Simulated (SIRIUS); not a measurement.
Runs of SIRIUS 7.12.0 on CuO. It takes space group P-6m2 (No. 187, hexagonal). The conventional cell has a = 2.836 Å, b = 2.836 Å, c = 2.768 Å, α = 90.00°, β = 90.00°, γ = 120.00°. Around Cu (site symmetry -6m2) lie 6 O at 2.14 Å. O (site symmetry -6m2) has 6 Cu at 2.14 Å as nearest neighbours. Measurements of this composition are mostly on another form, of space group No. 15.

```csv
level,V0 of scaled cells (Å³/atom),B0 (GPa)
BLYP,(a),154
RPBE,(b),154
AM05,9.12,195
PBEsol,9.12,199
revPBE,9.83,159
WC,9.15,200
```

Alike in all rows: task equation of state; potentials or basis all-electron FP-LAPW, apw+lo standard; no spin polarisation; cell as given; k mesh 6 × 6 × 5; cutoff (eV) 290; smearing fermi-dirac 0.05 eV; the mesh is coarse, so values aren't converged.

Q: Estimate the missing entries.

A: (a) 10.03; (b) 9.92.

Caveats: all runs use coarse meshes; the cell was scaled at fixed shape and fractional positions, which overstates the stiffness of a crystal with free parameters, most of all of layers and chains; the run has no spin polarisation, though such a crystal can be magnetic.

Runs at the PBE level aren't shown here.
